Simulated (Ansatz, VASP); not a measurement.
MgO (Periclase): VASP beside Ansatz

File INCAR:

```
SYSTEM = MgO
ALGO = Normal
EDIFF = 1E-6
ENCUT = 520
GGA = PE
ISIF = 2
ISMEAR = 0
LASPH = .TRUE.
LCHARG = .FALSE.
LREAL = .FALSE.
LWAVE = .FALSE.
NBANDS = 11
NELM = 100
PREC = Accurate
SIGMA = 0.02
```

KPOINTS

```
k-points
0
G
  10 10 10
  0 0 0
```

The input POSCAR:

```
MgO
1.0
    0.0000000000      2.0610306685      2.0610306685
    2.0610306685      0.0000000000      2.0610306685
    2.0610306685      2.0610306685      0.0000000000
Mg O
1 1
Direct
    0.0000000000      0.0000000000      0.0000000000
    0.5000000000      0.5000000000      0.5000000000
```

Input for Ansatz:

```yaml
crystal:
  lattice:
    - [0.0, 2.0610306685, 2.0610306685]
    - [2.0610306685, 0.0, 2.0610306685]
    - [2.0610306685, 2.0610306685, 0.0]
  atoms:
    - { symbol: Mg, position: [0.0, 0.0, 0.0] }
    - { symbol: O, position: [0.5, 0.5, 0.5] }
basis:
  ecutwfc: 420
kpoints:
  mp_grid: { grid: [10, 10, 10] }
hamiltonian:
  xc: pbe
scf:
  occupations: { method: gaussian, width: 0.02 }
output:
  forces: true
  stress: true
  eigenvalues: true
```

Alike in both runs: task single point; functional PBE; k mesh 10 × 10 × 10; occupations gaussian, width 0.02 eV; no spin polarisation.

|  | VASP | Ansatz |
| --- | --- | --- |
| version | VASP 6.6.1 | Ansatz 0.2.0 |
| potentials or method | VASP PAW PBE potentials, release 64 (Mg, O) | scalar-relativistic, plane waves, PAW |
| plane-wave cutoff (eV) | 520 | 420 |
| valence electrons in the cell | 8 | 16 |

```csv
,VASP,Ansatz,Ansatz less VASP
gap on the k mesh at the Fermi level (eV),5.38,5.40,+0.014
least direct gap on the mesh (eV),5.38,5.40,+0.014
pressure (GPa),16.4,17.1,+0.68
```

The two sets of potentials don't hold the same shells in valence.

Caveats: so large a pressure means that the cell lies far from this level's equilibrium, or that cutoff or potentials fall short (VASP). A hybrid or GW would open this gap; PBE tends to underestimate it.
